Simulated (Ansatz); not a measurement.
**SrTe (rocksalt): how the settings move a single-point run**

How sensitive is a single-point run of SrTe (rocksalt) to its settings? A reference run comes first, then three runs with altered input.

Computed with Ansatz 0.2.0 (reference: DFT PBE, scalar-relativistic, plane waves, PAW, unless a step's input says otherwise).

## 1. Starting point

The structure is cubic, space group Fm-3m (No. 225). The conventional cell has a = 6.470 Å, b = 6.470 Å, c = 6.470 Å, α = 90.00°, β = 90.00°, γ = 90.00°. Sr (site symmetry m-3m) is surrounded by 6 Te at 3.23 Å. Te (site symmetry m-3m) is surrounded by 6 Sr at 3.23 Å.

As a file:

```xyz
2
Lattice="0.0000 3.2350 3.2350 3.2350 0.0000 3.2350 3.2350 3.2350 0.0000" Properties=species:S:1:pos:R:3 pbc="T T T"
Sr    3.2350    3.2350    3.2350
Te    0.0000    0.0000    0.0000
```

## 2. Reference

File input.yaml:

```yaml
crystal:
  lattice:
    - [0.0, 3.2349999084, 3.2349999084]
    - [3.2349999084, 0.0, 3.2349999084]
    - [3.2349999084, 3.2349999084, 0.0]
  atoms:
    - { symbol: Sr, position: [0.5, 0.5, 0.5] }
    - { symbol: Te, position: [0.0, 0.0, 0.0] }
basis:
  ecutwfc: 420
  ecutrho_ratio: 4
kpoints:
  mp_grid: { grid: [6, 6, 6] }
hamiltonian:
  xc: pbe
scf:
  occupations: { method: gaussian, width: 0.05 }
output:
  forces: true
  stress: true
  eigenvalues: true
```

Run with:

```
$ ansatz run input.yaml --threads 4 --pin off --max-ram 8192MiB --backend cpu --events-out ev --progress --plain --runs-dir out
```

## 3. Changed: occupations.method cold, occupations.width 0.025, preconditioner resta

Edit input.yaml of step 2 so:

```diff
@@ -16,3 +16,4 @@
 scf:
-  occupations: { method: gaussian, width: 0.05 }
+  occupations: { method: cold, width: 0.025 }
+  mixing: { preconditioner: resta }
 output:
@@ -20,2 +21,5 @@
   stress: true
-  eigenvalues: true
+  write_density: true
+  write_potential: true
+  elf: true
+  volumetric_format: npy
```

## 4. Variant: ecutwfc 40.4 Ry, basis.precision f64, eigensolver.kind davidson, lower_state_search full

Edit input.yaml of step 2 so:

```diff
@@ -9,4 +9,5 @@
 basis:
-  ecutwfc: 420
+  ecutwfc: "40.4 Ry"
   ecutrho_ratio: 4
+  precision: f64
 kpoints:
@@ -17,2 +18,4 @@
   occupations: { method: gaussian, width: 0.05 }
+  eigensolver: { kind: davidson }
+  lower_state_search: full
 output:
@@ -20,2 +23,5 @@
   stress: true
-  eigenvalues: true
+  write_density: true
+  write_potential: true
+  elf: true
+  volumetric_format: npy
```

## 5. Variant: xc_grid 1, pseudopotentials.kind nc, scf.algorithm density_mixing

Edit input.yaml of step 2 so:

```diff
@@ -11,2 +11,3 @@
   ecutrho_ratio: 4
+  xc_grid: 1
 kpoints:
@@ -15,4 +16,6 @@
   xc: pbe
+  pseudopotentials: { kind: nc }
 scf:
   occupations: { method: gaussian, width: 0.05 }
+  algorithm: density_mixing
 output:
@@ -20,2 +23 @@
   stress: true
-  eigenvalues: true
```

Q: Predict the outcome of this session. Wanted: for each run, ending; energy change; pressure; gap; force.

**Answer**, as computed:

| run | ending | energy change | pressure (GPa) | gap (eV) | force (eV/Å) | cycles | time |
| --- | --- | --- | --- | --- | --- | --- | --- |
| reference | converged | 0 | 4.7 | 1.47 | 0.00 | 6 | 0.48 s |
| 1: occupations.method cold, occupations.width 0.025, preconditioner resta | converged | 0.0 meV/atom (σ→0) | 4.7 | 1.47 | 0.00 | 7 | 0.69 s |
| 2: ecutwfc 40.4 Ry, basis.precision f64, eigensolver.kind davidson, lower_state_search full | converged | -0.4 meV/atom | 4.7 | 1.47 | 0.00 | 6 | 13 s |
| 3: xc_grid 1, pseudopotentials.kind nc, scf.algorithm density_mixing | converged | not comparable | 3.9 | 1.82 | 0.00 | 8 | 0.35 s |

Times don't compare one to one where runs were asked for different outputs or read a saved state (see the inputs); cycles may leave out searches for a lower state.

Residual by cycle in the longest SCF loop of each run; runs are numbered as in the table. The quantity is the density residual dr2, in eV.

| cycle | reference | run 1 | run 2 | run 3 |
| --- | --- | --- | --- | --- |
| 1 | 2.3e-4 | 2.3e-4 | 4.5e-4 | 31.6 |
| 2 | 8.9e-5 | 1.9e-4 | 3.2e-5 | 3.28 |
| 3 | 1.5e-4 | 8.0e-6 | 5.8e-6 | 0.314 |
| 4 | 6.2e-6 | 9.7e-6 | 2.2e-7 | 0.0102 |
| 5 | 7.5e-8 | 1.1e-6 | 1.6e-9 | 1.7e-4 |
| 6 | 4.5e-9 | 1.1e-7 | 1.4e-11 | 2.9e-6 |
| 7 | - | 1.2e-8 | - | 1.5e-7 |
| 8 | - | - | - | 3.7e-9 |

**Reading.** Run 3 ran under the cutoff that the potentials recommend, as the log warns, so basis error is mixed into its values, and swamps them where the cutoff is far short. The gap of the reference lacks spin-orbit coupling, though the cell holds Te.

These are semilocal Kohn-Sham gaps, which aren't the measured quantity. Such gaps usually fall short of the measured ones; spin-orbit coupling, left out here, narrows gaps with Te, so the two errors partly cancel.
